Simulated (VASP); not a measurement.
Crystal: Te.

```xyz
3
Lattice="4.4540 0.0000 0.0000 -2.2270 3.8573 0.0000 0.0000 0.0000 5.9240" Properties=species:S:1:pos:R:3 pbc="T T T"
Te    1.1981    0.0000    1.9747
Te   -0.5991    1.0376    3.9493
Te    1.6279    2.8197    0.0000
```

```yaml
Program: VASP 6.6.1
Task: relaxation of cell and atoms
Functional: PBE
Potentials_or_basis: VASP PAW PBE potentials, release 64 (Te)
Cutoff: 300 eV
k_mesh: 5 × 5 × 3
Occupations: gaussian, width 0.03 eV
Spin: no spin polarisation
```

At the start: pressure 1.5 GPa; volume 33.93 Å³/atom.

Task: Where does the relaxation end?

Result: Over 10 steps the energy falls by 5.0 meV/atom and the volume is 35.09 Å³/atom (+3.4 %); space group P3_121 (No. 152, to 0.05 Å).

The path:
```csv
step,energy change (eV),largest force (eV/Å),pressure (GPa),volume (Å³)
1,0.0000,0.1731,1.48,101.78
2,-0.0082,0.1000,-0.84,106.46
3,-0.0139,0.0016,0.01,104.58
4,-0.0143,0.0016,0.02,104.66
5,-0.0150,0.0114,0.01,104.92
6,-0.0150,0.0128,0.02,104.96
7,-0.0150,0.0130,0.02,104.96
8,-0.0150,0.0133,-0.01,105.08
9,-0.0150,0.0137,-0.04,105.27
10,-0.0151,0.0098,-0.03,105.27
```

Final structure:
```xyz
3
Lattice="4.5248 0.0000 0.0000 -2.2624 3.9186 0.0000 0.0000 0.0000 5.9370" Properties=species:S:1:pos:R:3 pbc="T T T"
Te    1.2199    0.0000    1.9790
Te   -0.6099    1.0564    3.9580
Te    1.6525    2.8621    0.0000
```
